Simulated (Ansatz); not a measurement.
Cu Kα1 powder pattern (kinematic, no thermal factors).
2θ (°) (relative intensity): 22.73 (1), 25.21 (100), 29.11 (1), 29.22 (2), 38.28 (2), 41.72 (48), 41.80 (25), 44.62 (1), 49.30 (14), 49.44 (31), 60.35 (3), 60.60 (8), 66.57 (11), 66.69 (6), 76.11 (7), 76.27 (16), 81.56 (3), 81.78 (3), 81.88 (7)

The pattern is computed from a structure relaxed with Ansatz 0.2.0, DFT PBE, scalar-relativistic, plane waves, PAW. No spin polarisation. Its elements are As, Ga, In.

Task: Give the structure.

Result: In5GaAs6.
Space group P-4m2 (No. 115). a = 4.319 Å, b = 4.319 Å, c = 18.389 Å, α = 90.00°, β = 90.00°, γ = 90.00°
```csv
atom,site,symmetry,x,y,z
In,2f,2mm.,0.5000,0.5000,0.1592
In,2e,2mm.,0.0000,0.0000,0.3295
In,1c,-4m2,0.5000,0.5000,0.5000
Ga,1a,-4m2,0.0000,0.0000,0.0000
As,2g,2mm.,0.5000,0.0000,0.2443
As,2g,2mm.,0.0000,0.5000,0.4148
As,2g,2mm.,0.5000,0.0000,0.9265
```

A pattern alone doesn't exclude other cells with like lines; this is the one computed.

The cell was found from a structure generator's guess, not taken from experiment.
